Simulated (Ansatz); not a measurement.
Br: distorted cells

All numbers below come from DFT PBE, scalar-relativistic, plane waves, PAW (Ansatz).

Settings: cutoff 420 eV, Γ-centred mesh 8×8×4 on the computed 4-atom cell, Gaussian smearing of 0.02 eV; no spin polarisation.

Reference cell:

```
CELL_PARAMETERS angstrom
3.33500 -2.24000 0.00000
3.33500 2.24000 0.00000
0.00000 0.00000 8.72000
ATOMIC_POSITIONS crystal
Br 0.13500 0.86500 0.11000
Br 0.63500 0.36500 0.39000
Br 0.86500 0.13500 0.89000
Br 0.36500 0.63500 0.61000
```

Each variant moves atoms of this cell by the vectors given, if any (Å), and then applies a symmetric strain (tensor components, Cartesian axes). The reference cell isn't relaxed at this level. Energies are per atom at zero smearing, counted from the lowest variant. Pressure is positive in compression.

1. strain (xx yy zz yz xz xy, %) 0.46 0.92 2.19 0.00 0.00 0.00; moves: Br1 (0.000, 0.004, -0.030); Br2 (0.000, 0.004, 0.030); Br3 (0.000, -0.004, 0.030); Br4 (0.000, -0.004, -0.030)
2. strain (xx yy zz yz xz xy, %) 7.20 5.38 -2.71 0.00 0.00 0.00; moves: Br1 (0.000, -0.162, 0.191); Br2 (0.000, -0.162, -0.191); Br3 (0.000, 0.162, -0.191); Br4 (0.000, 0.162, 0.191)
3. strain (xx yy zz yz xz xy, %) 2.31 2.81 -6.44 0.81 0.00 0.00; moves: Br1 (0.096, -0.033, 0.112); Br2 (-0.096, -0.050, -0.102); Br3 (0.096, 0.033, -0.112); Br4 (-0.096, 0.050, 0.102)
4. strain (xx yy zz yz xz xy, %) 1.93 2.25 1.33 0.30 0.17 -0.19; moves: Br1 (-0.108, -0.089, 0.022); Br2 (0.001, -0.033, -0.063); Br3 (0.035, 0.048, 0.028); Br4 (0.071, 0.073, 0.013)
5. strain (xx yy zz yz xz xy, %) -0.76 -2.66 -1.55 0.00 0.00 -0.32; moves: Br1 (-0.152, 0.147, 0.113); Br2 (-0.152, 0.147, -0.113); Br3 (0.152, -0.147, -0.151); Br4 (0.152, -0.147, 0.151)
6. strain (xx yy zz yz xz xy, %) 2.08 7.38 0.69 0.00 0.00 -1.93; moves: Br1 (-0.125, -0.008, -0.082); Br2 (-0.125, -0.008, 0.082); Br3 (0.125, 0.008, 0.082); Br4 (0.125, 0.008, -0.082)
7. strain (xx yy zz yz xz xy, %) -1.24 -2.31 4.23 0.00 0.00 0.00; moves: Br1 (0.000, -0.076, 0.065); Br2 (0.000, -0.076, -0.065); Br3 (0.000, 0.076, -0.065); Br4 (0.000, 0.076, 0.065)

```csv
result,ΔE (meV/atom),P (GPa),largest force (eV/Å),gap on mesh (eV)
A,5.5,-0.85,0.61,1.36
B,72.5,3.53,2.00,2.10
C,0.0,0.89,0.37,1.32
D,145.9,-3.50,1.09,0.59
E,31.9,2.76,1.36,1.88
F,46.1,-2.14,0.83,0.94
G,40.5,3.03,0.36,1.03
```

Which variant gave which result?

A is 4, B is 6, C is 3, D is 2, E is 1, F is 7, G is 5.

Each cell of Br holds layers, chains or molecules, and where no dispersion correction was added their binding is poorly described.